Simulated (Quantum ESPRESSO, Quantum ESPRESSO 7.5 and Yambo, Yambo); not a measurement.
## A GW chain in Yambo: AlN (P6_3mc)

Wanted: ground state, empty states, screening and self-energy for AlN (P6_3mc).

Program: Quantum ESPRESSO 7.5 and Yambo 5.3.0. Level of theory: PBE and many-body steps on it, plane waves. Results are calculated unless marked as measured.

The database entry behind the starting cell differs from later determinations by our own check (inner coordinate u about 0.002 short), so it need not match the best structure at ambient conditions.

### Step 1. The structure

Symmetry: P6_3mc, No. 186, hexagonal system. The conventional cell has a = 3.113 Å, b = 3.113 Å, c = 4.981 Å, α = 90.00°, β = 90.00°, γ = 120.00°. Nearest to Al lie 4 N at 1.89 Å. N has 4 Al at 1.89 Å nearest. Farther neighbours and most contacts between anions are not listed.

The cell and positions come from the Crystallography Open Database and are kept as given unless a step says otherwise.

### Step 2. Ground state

This step: Quantum ESPRESSO 7.5; DFT, PBE, plane waves, norm-conserving pseudopotentials.

The ground-state density comes first.

Contents of pw.in:

```
&control
  calculation = 'scf'
  prefix = 'x'
  outdir = 'o'
  pseudo_dir = 'pseudo'
/
&system
  ibrav = 0
  nat = 4
  ntyp = 2
  ecutwfc = 72.0
  nbnd = 14
  force_symmorphic = .true.
/
&electrons
  conv_thr = 1e-10
  electron_maxstep = 80
  mixing_beta = 0.5
/
ATOMIC_SPECIES
  Al 26.982 Al.upf
  N 14.007 N.upf
CELL_PARAMETERS angstrom
  3.1130000000 -0.0000000000 0.0000000000
  -1.5565000000 2.6959370820 0.0000000000
  0.0000000000 0.0000000000 4.9810000000
ATOMIC_POSITIONS crystal
  Al 0.3333333333 0.6666666667 0.0000000000
  Al 0.6666666667 0.3333333333 0.5000000000
  N 0.3333333333 0.6666666667 0.3800000000
  N 0.6666666667 0.3333333333 0.8800000000
K_POINTS automatic
  6 6 4 0 0 0
```

The run is started by

```
$ OMP_NUM_THREADS=1 mpirun -n 4 pw.x -nk 4 -in pw.in > pw.out
```

The program printed:

```text
Program PWSCF v.7.5 starts

     This program is part of the open-source Quantum ESPRESSO suite
     for quantum simulation of materials; please cite
         "P. Giannozzi et al., J. Phys.:Condens. Matter 21 395502 (2009);
         "P. Giannozzi et al., J. Phys.:Condens. Matter 29 465901 (2017);
         "P. Giannozzi et al., J. Chem. Phys. 152 154105 (2020);
     in publications or presentations arising from this work. More details at
     Message from routine setup:
     using ibrav=0 with symmetry is DISCOURAGED, use correct ibrav instead

     G-vector sticks info

     bravais-lattice index     =            0
     lattice parameter (alat)  =       5.8827  a.u.
     unit-cell volume          =     282.0993 (a.u.)^3
     number of atoms/cell      =            4
     number of atomic types    =            2
     number of electrons       =        16.00
     number of Kohn-Sham states=           14
     kinetic-energy cutoff     =      72.0000  Ry
     charge density cutoff     =     288.0000  Ry
     scf convergence threshold =      1.0E-10
     mixing beta               =       0.5000
     number of iterations used =            8  plain     mixing
     Exchange-correlation= PBE
                           (   1   4   3   4   0   0   0)

     celldm(1)=   5.882717  celldm(2)=   0.000000  celldm(3)=   0.000000
     celldm(4)=   0.000000  celldm(5)=   0.000000  celldm(6)=   0.000000

     crystal axes: (cart. coord. in units of alat)
               a(1) = (   1.000000  -0.000000   0.000000 )
               a(2) = (  -0.500000   0.866025   0.000000 )
               a(3) = (   0.000000   0.000000   1.600064 )

     reciprocal axes: (cart. coord. in units 2 pi/alat)
               b(1) = (  1.000000  0.577350 -0.000000 )
               b(2) = (  0.000000  1.154701 -0.000000 )
               b(3) = ( -0.000000 -0.000000  0.624975 )
     Pseudo is Norm-conserving + core correction, Zval =  3.0
     Generated using ONCVPSP code by D. R. Hamann
     Using radial grid of 1876 points,  6 beta functions with:
     Pseudo is Norm-conserving + core correction, Zval =  5.0
     Generated using ONCVPSP code by D. R. Hamann
     Using radial grid of 1058 points,  4 beta functions with:
     Al                3.00    26.98200     Al( 1.00)
     N                 5.00    14.00700     N ( 1.00)

      6 Sym. Ops. (no inversion) found

   Cartesian axes

     site n.     atom                  positions (alat units)
         1        Al     tau(   1) = (  -0.0000000   0.5773503   0.0000000  )
         2        Al     tau(   2) = (   0.5000000   0.2886751   0.8000321  )
         3        N      tau(   3) = (  -0.0000000   0.5773503   0.6080244  )
         4        N      tau(   4) = (   0.5000000   0.2886751   1.4080565  )

     number of k points=    24
                       cart. coord. in units 2pi/alat
        k(    1) = (   0.0000000   0.0000000   0.0000000), wk =   0.0138889
        k(    2) = (   0.0000000   0.0000000   0.1562437), wk =   0.0277778
        k(    3) = (   0.0000000   0.0000000  -0.3124875), wk =   0.0138889
        k(    4) = (   0.0000000   0.1924501   0.0000000), wk =   0.0833333
        k(    5) = (   0.0000000   0.1924501   0.1562437), wk =   0.0833333
        k(    6) = (   0.0000000   0.1924501  -0.3124875), wk =   0.0833333
        k(    7) = (   0.0000000   0.3849002   0.0000000), wk =   0.0833333
        k(    8) = (   0.0000000   0.3849002   0.1562437), wk =   0.0833333
        k(    9) = (   0.0000000   0.3849002  -0.3124875), wk =   0.0833333
        k(   10) = (   0.0000000  -0.5773503   0.0000000), wk =   0.0416667
     [... 12 further rows ...]
        k(   23) = (   0.0000000  -0.3849002   0.1562437), wk =   0.0833333
        k(   24) = (  -0.1666667  -0.4811252   0.1562437), wk =   0.1666667

     Dense  grid:    23187 G-vectors     FFT dimensions: (  32,  32,  54)

     Initial potential from superposition of free atoms

     starting charge      15.9951, renormalised to      16.0000
     Starting wfcs are   16 randomized atomic wfcs

     per-process dynamical memory:    22.4 Mb

     Self-consistent Calculation

     iteration #  1     ecut=    72.00 Ry     beta= 0.50

     total energy              =     -50.81998425 Ry
     estimated scf accuracy    <       1.20204797 Ry

     iteration #  2     ecut=    72.00 Ry     beta= 0.50

     total energy              =     -51.15497471 Ry
     estimated scf accuracy    <       0.13976293 Ry

     iteration #  3     ecut=    72.00 Ry     beta= 0.50

     total energy              =     -51.17366281 Ry
     estimated scf accuracy    <       0.01056669 Ry

     iteration #  4     ecut=    72.00 Ry     beta= 0.50

     total energy              =     -51.17593161 Ry
     estimated scf accuracy    <       0.00721993 Ry

     iteration #  5     ecut=    72.00 Ry     beta= 0.50

     total energy              =     -51.17618773 Ry
     estimated scf accuracy    <       0.00068179 Ry

     iteration #  6     ecut=    72.00 Ry     beta= 0.50

     total energy              =     -51.17644071 Ry
     estimated scf accuracy    <       0.00006151 Ry

     iteration #  7     ecut=    72.00 Ry     beta= 0.50

     total energy              =     -51.17643369 Ry
     estimated scf accuracy    <       0.00003145 Ry

     iteration #  8     ecut=    72.00 Ry     beta= 0.50

     total energy              =     -51.17643414 Ry
     estimated scf accuracy    <       0.00000549 Ry

     iteration #  9     ecut=    72.00 Ry     beta= 0.50

     total energy              =     -51.17643454 Ry
     estimated scf accuracy    <       0.00000063 Ry

     iteration # 10     ecut=    72.00 Ry     beta= 0.50

     total energy              =     -51.17643473 Ry
     estimated scf accuracy    <          1.6E-10 Ry

     iteration # 11     ecut=    72.00 Ry     beta= 0.50

     total energy              =     -51.17643473 Ry
     estimated scf accuracy    <          3.6E-09 Ry

     iteration # 12     ecut=    72.00 Ry     beta= 0.50

     total energy              =     -51.17643474 Ry
     estimated scf accuracy    <          5.7E-10 Ry

     iteration # 13     ecut=    72.00 Ry     beta= 0.50

     total energy              =     -51.17643473 Ry
     estimated scf accuracy    <          7.0E-10 Ry

     iteration # 14     ecut=    72.00 Ry     beta= 0.50

     End of self-consistent calculation

          k = 0.0000 0.0000 0.0000 (  2863 PWs)   bands (ev):

    -8.0385  -5.8877   1.1322   6.2756   6.2756   6.9268   6.9268   7.1067
    11.3272  13.7824  17.6990  18.2976  18.2976  20.2844

          k = 0.0000 0.0000 0.1562 (  2893 PWs)   bands (ev):

    -7.8016  -6.3221   1.9309   5.9103   6.3662   6.3662   6.8267   6.8267
    12.2778  13.8969  17.3750  18.2652  18.2653  18.8620

          k = 0.0000 0.0000-0.3125 (  2858 PWs)   bands (ev):

    -7.1500  -7.1500   3.7936   3.7936   6.5919   6.5919   6.5919   6.5919
    13.5732  13.5732  17.4519  17.4521  18.6140  18.6140

          k = 0.0000 0.1925 0.0000 (  2896 PWs)   bands (ev):

     [... further k-points ...]

     highest occupied, lowest unoccupied level (ev):     7.1067   11.3272

!    total energy              =     -51.17643473 Ry
     estimated scf accuracy    <          1.9E-11 Ry

     The total energy is the sum of the following terms:
     one-electron contribution =      -2.07179065 Ry
     hartree contribution      =      11.37825137 Ry
     xc contribution           =     -16.99644717 Ry
     ewald contribution        =     -43.48644828 Ry

     convergence has been achieved in  14 iterations

     XML data file, charge density, pseudopotentials, collected wavefunctions

=------------------------------------------------------------------------------=
   JOB DONE.
=------------------------------------------------------------------------------=
```

Elapsed: 6 s, on 4 MPI ranks of Arm Neoverse V1, shared host; peak memory 0.23 GiB; 24 s of CPU time.

Numbers from this step:

```yaml
total_energy: -696.2909 eV
gap: 4.220 eV
k_of_the_valence_top: 0, 0, 0
k_of_the_conduction_bottom: 0, 0, 0
least_direct_gap: 4.220 eV
```

The gap is direct, at Γ.

### Step 3. Bands along the symmetry lines

The cheap functional maps the bands first; the places of the edges decide which points the dearer methods must see.

Contents of pw.in:

```
&control
  calculation = 'bands'
  prefix = 'x'
  outdir = 'o'
  pseudo_dir = 'pseudo'
/
&system
  ibrav = 0
  nat = 4
  ntyp = 2
  ecutwfc = 72.0
  nbnd = 14
  force_symmorphic = .true.
/
&electrons
  conv_thr = 1e-9
  electron_maxstep = 80
  diago_full_acc = .true.
  diago_thr_init = 5e-6
/
ATOMIC_SPECIES
  Al 26.982 Al.upf
  N 14.007 N.upf
CELL_PARAMETERS angstrom
  3.1130000000 -0.0000000000 0.0000000000
  -1.5565000000 2.6959370820 0.0000000000
  0.0000000000 0.0000000000 4.9810000000
ATOMIC_POSITIONS crystal
  Al 0.3333333333 0.6666666667 0.0000000000
  Al 0.6666666667 0.3333333333 0.5000000000
  N 0.3333333333 0.6666666667 0.3800000000
  N 0.6666666667 0.3333333333 0.8800000000
K_POINTS crystal
  75
  0.00000000 0.00000000 0.00000000 1
  0.06250000 0.00000000 0.00000000 1
  0.12500000 0.00000000 0.00000000 1
  0.18750000 0.00000000 0.00000000 1
  0.25000000 0.00000000 0.00000000 1
  0.31250000 0.00000000 0.00000000 1
  0.37500000 0.00000000 0.00000000 1
  0.43750000 0.00000000 0.00000000 1
  0.50000000 0.00000000 0.00000000 1
  0.47916667 0.04166667 0.00000000 1
  0.45833333 0.08333333 0.00000000 1
  0.43750000 0.12500000 0.00000000 1
  0.41666666 0.16666666 0.00000000 1
  0.39583333 0.20833333 0.00000000 1
  0.37500000 0.25000000 0.00000000 1
  0.35416666 0.29166666 0.00000000 1
  0.33333333 0.33333333 0.00000000 1
  0.29166666 0.29166666 0.00000000 1
  0.25000000 0.25000000 0.00000000 1
  0.20833333 0.20833333 0.00000000 1
  0.16666666 0.16666666 0.00000000 1
  0.12500000 0.12500000 0.00000000 1
  0.08333333 0.08333333 0.00000000 1
  0.04166667 0.04166667 0.00000000 1
  0.00000000 0.00000000 0.00000000 1
  0.00000000 0.00000000 0.06250000 1
  0.00000000 0.00000000 0.12500000 1
  0.00000000 0.00000000 0.18750000 1
  0.00000000 0.00000000 0.25000000 1
  0.00000000 0.00000000 0.31250000 1
  0.00000000 0.00000000 0.37500000 1
  0.00000000 0.00000000 0.43750000 1
  0.00000000 0.00000000 0.50000000 1
  0.06250000 0.00000000 0.50000000 1
  0.12500000 0.00000000 0.50000000 1
  0.18750000 0.00000000 0.50000000 1
  0.25000000 0.00000000 0.50000000 1
  0.31250000 0.00000000 0.50000000 1
  0.37500000 0.00000000 0.50000000 1
  0.43750000 0.00000000 0.50000000 1
  0.50000000 0.00000000 0.50000000 1
  0.47916667 0.04166667 0.50000000 1
  0.45833333 0.08333333 0.50000000 1
  0.43750000 0.12500000 0.50000000 1
  0.41666666 0.16666666 0.50000000 1
  0.39583333 0.20833333 0.50000000 1
  0.37500000 0.25000000 0.50000000 1
  0.35416666 0.29166666 0.50000000 1
  0.33333333 0.33333333 0.50000000 1
  0.29166666 0.29166666 0.50000000 1
  0.25000000 0.25000000 0.50000000 1
  0.20833333 0.20833333 0.50000000 1
  0.16666666 0.16666666 0.50000000 1
  0.12500000 0.12500000 0.50000000 1
  0.08333333 0.08333333 0.50000000 1
  0.04166667 0.04166667 0.50000000 1
  0.00000000 0.00000000 0.50000000 1
  0.50000000 0.00000000 0.50000000 1
  0.50000000 0.00000000 0.43750000 1
  0.50000000 0.00000000 0.37500000 1
  0.50000000 0.00000000 0.31250000 1
  0.50000000 0.00000000 0.25000000 1
  0.50000000 0.00000000 0.18750000 1
  0.50000000 0.00000000 0.12500000 1
  0.50000000 0.00000000 0.06250000 1
  0.50000000 0.00000000 0.00000000 1
  0.33333333 0.33333333 0.50000000 1
  0.33333333 0.33333333 0.43750000 1
  0.33333333 0.33333333 0.37500000 1
  0.33333333 0.33333333 0.31250000 1
  0.33333333 0.33333333 0.25000000 1
  0.33333333 0.33333333 0.18750000 1
  0.33333333 0.33333333 0.12500000 1
  0.33333333 0.33333333 0.06250000 1
  0.33333333 0.33333333 0.00000000 1
```

The program printed:

```text
[banner, memory and clock lines left out]
Program PWSCF v.7.5 starts

     Atomic positions and unit cell read from directory:
     o/x.save/

     Message from routine setup:
     using ibrav=0 with symmetry is DISCOURAGED, use correct ibrav instead

     G-vector sticks info

     bravais-lattice index     =            0
     lattice parameter (alat)  =       5.8827  a.u.
     unit-cell volume          =     282.0993 (a.u.)^3
     number of atoms/cell      =            4
     number of atomic types    =            2
     number of electrons       =        16.00
     number of Kohn-Sham states=           14
     kinetic-energy cutoff     =      72.0000  Ry
     charge density cutoff     =     288.0000  Ry
     Exchange-correlation= PBE
                           (   1   4   3   4   0   0   0)

     celldm(1)=   5.882717  celldm(2)=   0.000000  celldm(3)=   0.000000
     celldm(4)=   0.000000  celldm(5)=   0.000000  celldm(6)=   0.000000

     crystal axes: (cart. coord. in units of alat)
               a(1) = (   1.000000  -0.000000   0.000000 )
               a(2) = (  -0.500000   0.866025   0.000000 )
               a(3) = (   0.000000   0.000000   1.600064 )

     reciprocal axes: (cart. coord. in units 2 pi/alat)
               b(1) = (  1.000000  0.577350 -0.000000 )
               b(2) = (  0.000000  1.154701 -0.000000 )
               b(3) = ( -0.000000 -0.000000  0.624975 )
     Pseudo is Norm-conserving + core correction, Zval =  3.0
     Generated using ONCVPSP code by D. R. Hamann
     Using radial grid of 1876 points,  6 beta functions with:
     Pseudo is Norm-conserving + core correction, Zval =  5.0
     Generated using ONCVPSP code by D. R. Hamann
     Using radial grid of 1058 points,  4 beta functions with:
     Al                3.00    26.98200     Al( 1.00)
     N                 5.00    14.00700     N ( 1.00)

      6 Sym. Ops. (no inversion) found

   Cartesian axes

     site n.     atom                  positions (alat units)
         1        Al     tau(   1) = (  -0.0000000   0.5773503   0.0000000  )
         2        Al     tau(   2) = (   0.5000000   0.2886751   0.8000321  )
         3        N      tau(   3) = (  -0.0000000   0.5773503   0.6080244  )
         4        N      tau(   4) = (   0.5000000   0.2886751   1.4080565  )

     number of k points=    75
                       cart. coord. in units 2pi/alat
        k(    1) = (   0.0000000   0.0000000   0.0000000), wk =   0.0266667
        k(    2) = (   0.0625000   0.0360844   0.0000000), wk =   0.0266667
        k(    3) = (   0.1250000   0.0721688   0.0000000), wk =   0.0266667
[...]
[... 63 further rows ...]
        k(   74) = (   0.3333333   0.5773503   0.0390609), wk =   0.0266667
        k(   75) = (   0.3333333   0.5773503   0.0000000), wk =   0.0266667

     Dense  grid:    23187 G-vectors     FFT dimensions: (  32,  32,  54)

     The potential is recalculated from file :
     o/x.save/charge-density

     Starting wfcs are   16 randomized atomic wfcs

     Band Structure Calculation

     End of band structure calculation

          k = 0.0000 0.0000 0.0000 (  2863 PWs)   bands (ev):

    -8.0385  -5.8877   1.1322   6.2756   6.2756   6.9268   6.9268   7.1067
    11.3272  13.7824  17.6990  18.2976  18.2976  20.2845

          k = 0.0625 0.0361 0.0000 (  2881 PWs)   bands (ev):

    -7.9887  -5.8594   1.1915   6.0380   6.2074   6.6812   6.9207   7.0869
    11.5752  13.9974  17.4940  17.9237  18.4422  20.0986

          k = 0.1250 0.0722 0.0000 (  2880 PWs)   bands (ev):

    -7.8414  -5.7784   1.3678   5.4066   6.0322   6.1037   6.8891   7.0164
    12.1590  14.5141  16.8879  17.2194  18.8553  19.7092

[...]
k = 0.3333 0.5774 0.0391 (  2931 PWs)   bands (ev):

    -5.5416  -5.5416   2.3343   3.2784   3.2784   4.6549   4.8286   4.8286
    12.2407  15.4762  16.7139  16.7139  18.6879  18.6879

          k = 0.3333 0.5774 0.0000 (  2928 PWs)   bands (ev):

    -5.5433  -5.5433   2.3182   3.3537   3.3537   4.6905   4.7354   4.7354
    12.1816  15.4832  16.8039  16.8039  18.6615  18.6615

     XML data file, pseudopotentials, collected wavefunctions
```

Run time: 4.8 s. Hardware: 4 MPI ranks; peak memory 0.2 GiB; 19 s of CPU time.

This step gave:

```
gap                        : 4.221 eV
k of the valence top       : 0, 0, 0
k of the conduction bottom : 0, 0, 0
least direct gap           : 4.221 eV
```

The gap is 4.221 eV, as in the run before at this level.

The electronic bands at the labelled points (eV, zero at the top of the highest filled band; v1 is the highest filled band, c1 the lowest empty one):

```csv
point,v4,v3,v2,v1,c1,c2,c3,c4
Γ,-0.83,-0.18,-0.18,0.00,4.22,6.68,10.59,11.19
halfway,-2.43,-1.54,-0.44,-0.38,6.21,7.63,8.10,10.04
M,-3.33,-2.06,-1.77,-0.66,5.83,5.84,8.21,10.30
halfway,-3.08,-2.97,-1.86,-1.49,5.54,7.17,8.88,10.08
K,-3.75,-2.42,-2.37,-2.37,5.07,8.38,9.70,9.70
halfway,-3.35,-1.67,-0.86,-0.59,6.85,7.48,8.57,9.14
Γ,-0.83,-0.18,-0.18,0.00,4.22,6.68,10.59,11.19
halfway,-0.74,-0.74,-0.28,-0.28,5.17,6.79,10.27,11.16
A,-0.51,-0.51,-0.51,-0.51,6.47,6.47,10.35,10.35
halfway,-1.58,-1.58,-1.01,-1.01,6.55,6.55,9.52,9.52
L,-1.44,-1.44,-1.35,-1.35,5.34,5.34,9.32,9.32
halfway,-2.72,-2.72,-0.92,-0.92,6.19,6.19,9.25,9.25
H,-3.83,-3.83,-0.78,-0.78,7.44,7.44,7.88,7.88
halfway,-1.80,-1.80,-1.20,-1.20,6.74,6.74,9.49,9.49
A,-0.51,-0.51,-0.51,-0.51,6.47,6.47,10.35,10.35
jump to L,-1.44,-1.44,-1.35,-1.35,5.34,5.34,9.32,9.32
halfway,-2.55,-1.89,-1.19,-0.91,5.09,5.93,9.37,9.47
M,-3.33,-2.06,-1.77,-0.66,5.83,5.84,8.21,10.30
jump to H,-3.83,-3.83,-0.78,-0.78,7.44,7.44,7.88,7.88
halfway,-4.41,-2.91,-1.46,-1.46,5.91,8.23,8.70,8.70
K,-3.75,-2.42,-2.37,-2.37,5.07,8.38,9.70,9.70
```

(Continued in part 2 of 3.)

[Paths, hosts, dates, memory and timing lines, banners, echoed tables and standing remarks are left out of the program output.]

[Logs are printed without paths, hosts, clocks, repeated set-up lines and the standing remarks that a program may print on its own settings, such as how far it seeks lower states.]

[Runs of the session that timed out or met a known fault of the program may be left out.]

[Hosts, paths, dates, database ids (printed as entryN), source tags and the programs' standing remarks are cut or masked in the printed files.]
